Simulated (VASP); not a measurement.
# Rh in VASP: relaxation of the atoms with PBEsol

Aim: the relaxation of the atoms of Rh with PBEsol.

Program: VASP 6.6.1. These are calculated values, not measurements. Logs are shortened: lines on timing, memory, paths and dates and some standing lists are left out, and cuts for length are marked.

## 1. Starting point

The cell holds a slab with vacuum, 4 atoms: a = 2.690 Å, b = 2.690 Å, c = 27.670 Å, α = 90.00°, β = 90.00°, γ = 120.00°.

The cell was built by a generator and needn't be a form met in nature.

## 2. Relaxation of the atoms, PBEsol

INCAR

```
SYSTEM = Rh
PREC = Accurate
ENCUT = 520
EDIFF = 1E-6
ISMEAR = 1
SIGMA = 0.1
LREAL = .False.
LASPH = .True.
NELM = 120
ALGO = Fast
ISIF = 2
LWAVE = .False.
LCHARG = .False.
LDIPOL = .True.
IDIPOL = 3
DIPOL = 0.5 0.5 0.500
GGA = PS
IBRION = 2
NSW = 90
EDIFFG = -0.02
KPAR = 2
```

KPOINTS

```
regular mesh
0
Gamma
  14 14 1
  0 0 0
```

POSCAR

```
Rh
1.0
    2.6898417900      0.0000000000      0.0000000000
   -1.3449209000      2.3294712900      0.0000000000
    0.0000000000      0.0000000000     27.6699343500
Rh
4
Direct
    0.6666670000      0.3333330000      0.3826287600
    0.3333340000      0.6666660000      0.4608750500
    0.0000000000      1.0000000000      0.5391249500
    0.6666670000      0.3333330000      0.6173712400
```

Potentials or basis: VASP PAW PBE potentials, release 64 (Rh_pv).

Launch:

```sh
$ cat potpaw_PBE.64/Rh_pv/POTCAR > POTCAR
$ mpirun -np 2 vasp_std > vasp.out
```

OUTCAR:

```text
SYSTEM = Rh
   PREC = Accurate
   ENCUT = 520
   EDIFF = 1E-6
   ISMEAR = 1
   LREAL = .False.
   LASPH = .True.
   NELM = 120
   ISIF = 2
   GGA = PS
   IBRION = 2
   NSW = 90
   EDIFFG = -0.02

 ion  position               nearest neighbor table
   1  0.667  0.333  0.383-   2 2.66   2 2.66   2 2.66
   2  0.333  0.667  0.461-   1 2.66   1 2.66   1 2.66   3 2.66   3 2.66   3 2.66
   3  0.000  0.000  0.539-   4 2.66   4 2.66   4 2.66   2 2.66   2 2.66   2 2.66
   4  0.667  0.333  0.617-   3 2.66   3 2.66   3 2.66

  LATTYP: Found a hexagonal cell.
 ALAT       =     2.6898417900
 C/A-ratio  =    10.2868259586

  Lattice vectors:

 A1 = (   2.6898417900,   0.0000000000,   0.0000000000)
 A2 = (  -1.3449209000,   2.3294712900,   0.0000000000)
 A3 = (   0.0000000000,   0.0000000000,  27.6699343500)

Analysis of symmetry for initial positions (statically):
=====================================================================
 Subroutine PRICEL returns:
 Original cell was already a primitive cell.

 Routine SETGRP: Setting up the symmetry group for a
 hexagonal supercell.

 Subroutine GETGRP returns: Found 12 space group operations
 (whereof  6 operations were pure point group operations)
 out of a pool of 24 trial point group operations.

The static configuration has the point symmetry C_3v.
 The point group associated with its full space group is D_3d.

Analysis of symmetry for dynamics (positions and initial velocities):
=====================================================================
 Subroutine PRICEL returns:
 Original cell was already a primitive cell.

 Routine SETGRP: Setting up the symmetry group for a
 hexagonal supercell.

 Subroutine GETGRP returns: Found 12 space group operations
 (whereof  6 operations were pure point group operations)
 out of a pool of 24 trial point group operations.

The dynamic configuration has the point symmetry C_3v.
 The point group associated with its full space group is D_3d.

 Subroutine INISYM returns: Found 12 space group operations
 (whereof  6 operations are pure point group operations),
 and found     1 'primitive' translations

----------------------------------------------------------------------------------------

                                     Primitive cell

  volume of cell :     173.3773

  direct lattice vectors                    reciprocal lattice vectors
     2.689841790  0.000000000  0.000000000     0.371769077  0.214640981  0.000000000
    -1.344920900  2.329471290  0.000000000     0.000000000  0.429281960  0.000000000
     0.000000000  0.000000000 27.669934350     0.000000000  0.000000000  0.036140310

  length of vectors
     2.689841790  2.689841765 27.669934350     0.429281955  0.429281960  0.036140310

  position of ions in fractional coordinates (direct lattice)
     0.666667000  0.333333000  0.382628760
     0.333334000  0.666666000  0.460875050
     0.000000000  0.000000000  0.539124950
     0.666667000  0.333333000  0.617371240

  ion indices of the primitive-cell ions
   primitive index   ion index
                 1           1
                 2           2
                 3           3
                 4           4

----------------------------------------------------------------------------------------

 KPOINTS: regular mesh

Automatic generation of k-mesh.
 Grid dimensions read from file:
 generate k-points for:   14   14    1

 Generating k-lattice:

  Cartesian coordinates                     Fractional coordinates (reciprocal lattice)
     0.026554934  0.015331499  0.000000000     0.071428571  0.000000000  0.000000000
     0.000000000  0.030662997  0.000000000     0.000000000  0.071428571  0.000000000
     0.000000000  0.000000000  0.036140310     0.000000000  0.000000000  1.000000000

  Length of vectors
     0.030662997  0.030662997  0.036140310

  Shift w.r.t. Gamma in fractional coordinates (k-lattice)
     0.000000000  0.000000000  0.000000000

 Subroutine IBZKPT returns following result:
 ===========================================

 Found     24 irreducible k-points:

 Following reciprocal coordinates:
            Coordinates               Weight
  0.000000  0.000000  0.000000      1.000000
  0.071429  0.000000  0.000000      6.000000
  0.142857  0.000000  0.000000      6.000000
  0.214286  0.000000  0.000000      6.000000
  0.285714 -0.000000  0.000000      6.000000
  0.357143 -0.000000  0.000000      6.000000
[... 16 lines left out ...]
  0.285714  0.285714  0.000000      6.000000
  0.357143  0.285714  0.000000      6.000000
   k-points           NKPTS =     24   k-points in BZ     NKDIM =     24   number of bands    NBANDS=     36
   number of dos      NEDOS =    301   number of ions     NIONS =      4
   total plane-waves  NPLWV =  84000
   dimension x,y,z NGX =    20 NGY =   20 NGZ =  210
   dimension x,y,z NGXF=    40 NGYF=   40 NGZF=  420
   ions per type =               4
   NGX,Y,Z   is equivalent  to a cutoff of  12.36, 12.36, 12.62 a.u.
   NGXF,Y,Z  is equivalent  to a cutoff of  24.72, 24.72, 25.23 a.u.
 SYSTEM =  Rh
   PREC   = accura    normal or accurate (medium, high low for compatibility)
   ISTART =      0    job   : 0-new  1-cont  2-samecut
   ICHARG =      2    charge: 1-file 2-atom 10-const
   ISPIN  =      1    spin polarized calculation?
   LNONCOLLINEAR =      F non collinear calculations
   LSORBIT =      F    spin-orbit coupling
   LASPH  =      T    aspherical Exc in radial PAW
   ENCUT  =  520.0 eV  38.22 Ry    6.18 a.u.   5.00  5.00 51.45*2*pi/ulx,y,z
   NELM   =    120;   NELMIN=  2; NELMDL= -5     # of ELM steps
   EDIFF  = 0.1E-05   stopping-criterion for ELM
   LREAL  =      F    real-space projection
   EDIFFG = -.2E-01   stopping-criterion for IOM
   NSW    =     90    number of steps for IOM
   IBRION =      2    ionic relax: 0-MD 1-quasi-New 2-CG
   NFREE  =      1    steps in history (QN), initial steepest desc. (CG)
   ISIF   =      2    stress and relaxation
   ISYM   =      2    0-nonsym 1-usesym 2-fastsym
   POTIM  = 0.5000    time-step for ionic-motion
   TEBEG  =    0.0;   TEEND  =   0.0 temperature during run
   PSTRESS=    0.0 pullay stress
   NELECT =      60.0000    total number of electrons
   NUPDOWN=      -1.0000    fix difference up-down
   EMIN   =  10.00;   EMAX   =-10.00  energy-range for DOS
   EFERMI =   0.00;   METHOD = LEGACY
   ISMEAR =     1;   SIGMA  =   0.10  broadening in eV -4-tet -1-fermi 0-gaus
   EFERMI_NEDOS =   21; number of points for ismear=-14 and -15
   IALGO  =     68    algorithm
   IMIX   =      4    mixing-type and parameters
     AMIX     =   0.40;   BMIX     =  1.00
     AMIX_MAG =   1.60;   BMIX_MAG =  1.00
  volume/ion in A,a.u.               =      43.34       292.50
  Fermi-wavevector in a.u.,A,eV,Ry     =   1.149373  2.172001 17.974104  1.321059
  Thomas-Fermi vector in A             =   2.286043
   LORBIT       =      0    0 simple, 1 ext, 2 COOP (PROOUT), +10 PAW based schemes
   GGA     = PS    functional components
   LHFCALC =     F    Hartree Fock is set to
   AEXX    =    0.0000 exact exchange contribution
   IVDW    =     0    specifies the selected vdW correction
   LEPSILON=     F    determine dielectric tensor
   LRPA    =     F    only Hartree local field effects (RPA)
 conjugate gradient relaxation of ions
 non-spin polarized calculation
 RMM-DIIS sequential band-by-band and
 Methfessel and Paxton  Order N= 1 SIGMA  =   0.10
  energy-cutoff  :      520.00
  volume of cell :      173.38
 maximum number of plane-waves:      4731
 NGX is ok and might be reduce to    20
   NGX =  9   NGY =  9   NGZ =103

--------------------------------------- Ionic step        1  -------------------------------------------

 number of electron      60.0000008 magnetization

 Free energy of the ion-electron system (eV)
  ---------------------------------------------------
  ext. energy  EPLUGINS =         0.00000000
  ---------------------------------------------------
  free energy    TOTEN  =       -30.64757146 eV

  energy without entropy =      -30.64436939  energy(sigma->0) =      -30.64650410

------------------------ aborting loop because EDIFF is reached ----------------------------------------

  FORCE on cell =-STRESS in cart. coord.  units (eV):
  Direction    XX          YY          ZZ          XY          YZ          ZX
  --------------------------------------------------------------------------------------
  -------------------------------------------------------------------------------------
  Total       -3.9952566     -3.9952565     -2.0272718      0.0000000     -0.0000000      0.0000000
  in kB      -36.9201136    -36.9201126    -18.7339918      0.0000001     -0.0000000      0.0000000
  external PRESSURE =     -30.8580727 kB  Pullay stress =       0.0000000 kB

 VOLUME and BASIS-vectors are now :
 -----------------------------------------------------------------------------
  energy-cutoff  :      520.00
  volume of cell :      173.38
      direct lattice vectors                 reciprocal lattice vectors
     2.689841790  0.000000000  0.000000000     0.371769077  0.214640981  0.000000000
    -1.344920900  2.329471290  0.000000000     0.000000000  0.429281960  0.000000000
     0.000000000  0.000000000 27.669934350     0.000000000  0.000000000  0.036140310
[... 115 lines left out ...]
 POSITION                                       TOTAL-FORCE (eV/Angst)
 -----------------------------------------------------------------------------------
      1.34492      0.77649     10.62732         0.000000      0.000000      0.025031
      0.00000      1.55298     12.75861         0.000000     -0.000000      0.059922
      1.34492      2.32947     14.91132        -0.000000      0.000000     -0.059922
      1.34492      0.77649     17.04261        -0.000000      0.000000     -0.025031
 -----------------------------------------------------------------------------------
    total drift:                               -0.005388      0.003111      0.000242

  FREE ENERGIE OF THE ION-ELECTRON SYSTEM (eV)
  ---------------------------------------------------
  free  energy   TOTEN  =       -30.6619293832 eV

  energy  without entropy=      -30.6603572714  energy(sigma->0) =      -30.66140535

--------------------------------------- Ionic step        5  -------------------------------------------

 number of electron      60.0000007 magnetization

 dipolmoment           0.000000      0.000000     -0.000000 electrons x Angstroem

 Free energy of the ion-electron system (eV)
  ---------------------------------------------------
  ext. energy  EPLUGINS =         0.00000000
  ---------------------------------------------------
  free energy    TOTEN  =       -30.66236139 eV

  energy without entropy =      -30.66051474  energy(sigma->0) =      -30.66174584

 E-fermi :   0.1368     XC(G=0):  -5.1302

 val. band max:        0.1331452069   @ k =   0.0714   0.0000   0.0000
 cond. band min:       0.1390730214   @ k =   0.1429   0.0000   0.0000
 fundamental gap:      0.0059278144
 Fermi energy:         0.1367767174

 k-point     1 :       0.0000    0.0000    0.0000
  band No.  band energies     occupation
      1     -47.0092      2.00000
      2     -46.6235      2.00000
      3     -46.3684      2.00000
      4     -46.3684      2.00000
      5     -46.3057      2.00000
      6     -46.3057      2.00000
[... 925 lines left out ...]
     35       7.2958      0.00000
     36       7.9663      0.00000

------------------------ aborting loop because EDIFF is reached ----------------------------------------

 vacuum level on the upper side and lower side of the slab       (xc-potential included)        -0.113        -0.113

  FORCE on cell =-STRESS in cart. coord.  units (eV):
  Direction    XX          YY          ZZ          XY          YZ          ZX
  --------------------------------------------------------------------------------------
  -------------------------------------------------------------------------------------
  Total       -3.4132649     -3.4132648     -0.1203570      0.0000000      0.0000000      0.0000000
  in kB      -31.5419359    -31.5419350     -1.1122178      0.0000001      0.0000000      0.0000000
  external PRESSURE =     -21.3986962 kB  Pullay stress =       0.0000000 kB

 VOLUME and BASIS-vectors are now :
 -----------------------------------------------------------------------------
  energy-cutoff  :      520.00
  volume of cell :      173.38
      direct lattice vectors                 reciprocal lattice vectors
     2.689841790  0.000000000  0.000000000     0.371769077  0.214640981  0.000000000
    -1.344920900  2.329471290  0.000000000     0.000000000  0.429281960  0.000000000
     0.000000000  0.000000000 27.669934350     0.000000000  0.000000000  0.036140310

 POSITION                                       TOTAL-FORCE (eV/Angst)
 -----------------------------------------------------------------------------------
      1.34492      0.77649     10.63171         0.000000      0.000000      0.016766
      0.00000      1.55298     12.76332         0.000000      0.000000     -0.009134
      0.00000      0.00000     14.90662        -0.000000      0.000000      0.009134
      1.34492      0.77649     17.03822        -0.000000      0.000000     -0.016766
 -----------------------------------------------------------------------------------
    total drift:                               -0.005387      0.003110      0.000251

  FREE ENERGIE OF THE ION-ELECTRON SYSTEM (eV)
  ---------------------------------------------------
  free  energy   TOTEN  =       -30.6623613893 eV

  energy  without entropy=      -30.6605147402  energy(sigma->0) =      -30.66174584

 reached required accuracy - stopping structural energy minimisation

 vacuum level on the upper side and lower side of the slab         5.300         5.300
```

Run time: 3.6 min. Hardware: 2 MPI ranks of Intel Xeon Platinum 8488C (Sapphire Rapids), shared host; peak memory 0.33 GiB.

What came out:

* Free energy: -30.6624 eV
* Energy gained by relaxing: 3.7 meV/atom
* Ionic steps: 5
* Largest force after relaxing: 0.017 eV/Å
* Band gap on the k mesh: none (metal or under the smearing width)

Forces on the atoms (eV/Å):
```
Rh   0.000  0.000  0.017
Rh   0.000  0.000 -0.009
Rh   0.000  0.000  0.009
Rh   0.000  0.000 -0.017
```

Step by step:
```tsv
step	energy change (eV)	largest force (eV/Å)	pressure (GPa)
1	0.0000	0.3227	-3.09
2	-0.0079	0.1843	-2.77
3	-0.0106	0.2149	-2.46
4	-0.0144	0.0599	-2.24
5	-0.0148	0.0168	-2.14
```

Final structure:
```
Rh
1.0
     2.68984    0.00000    0.00000
    -1.34492    2.32947    0.00000
     0.00000    0.00000   27.66993
Rh
4
Direct
  0.66667 0.33333 0.38423
  0.33333 0.66667 0.46127
  0.00000 0.00000 0.53873
  0.66667 0.33333 0.61577
```

Caveat: the PAW data sets were made with another functional, which shifts forces and pressure a little.
